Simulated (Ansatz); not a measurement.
# Leakage through MgO between Au(100) and Au(100): one more thickness

The current through thinner MgO barriers is known. What leaks through 5 layers at 0.25 V?

How it was computed: Ansatz 0.2.0, plane waves with PAW datasets, PBE; a slab with two metal leads whose outer parts are reservoirs, with density and current solved under bias (Landauer, 300 K). The MgO is strained to the lead's lattice, the interfaces are relaxed in a short slab (PBE+D3(BJ)), and bulk layers are laid on.

The runs, with one result withheld:

| layers of MgO | cell length (Å) | drop between the leads' cuts at 0.25 V (V) | current density at 0.25 V (A/m²) |
| --- | --- | --- | --- |
| 1 | 66.13 | 0.182 | 8.58×10¹³ |
| 2 | 68.34 | 0.239 | 1.16×10¹³ |
| 3 | 70.50 | 0.247 | 1.58×10¹² |
| 4 | 72.65 | 0.248 | 2.54×10¹¹ |
| 5 | 74.79 | 0.248 | ? |

**Estimate by hand.**

Deep in a barrier the current should fall by a fixed factor for each layer; the steps shown give 7.4, 7.3 and 6.2 per layer. A straight line through ln J for 2, 3 and 4 layers has the slope −1.910 per layer, a factor of 6.8; with about 2.15 Å per layer that is β = 0.89 Å⁻¹. Then J = exp(33.874 − 1.910 × 5). Predicted: 3.67×10¹⁰ A/m².

Check against the run:

4.58×10¹⁰ A/m², so the prediction is 20 % too low. From 4 to 5 layers the current falls by 5.6 per layer, against the fitted 6.8.

Caveats: On every other k-point the currents of these runs, at any bias, move by up to 7.1 %. A semilocal functional makes the barrier's gap too small; each thickness has its own relaxed interfaces. Spin-orbit coupling is left out, which matters for Au.
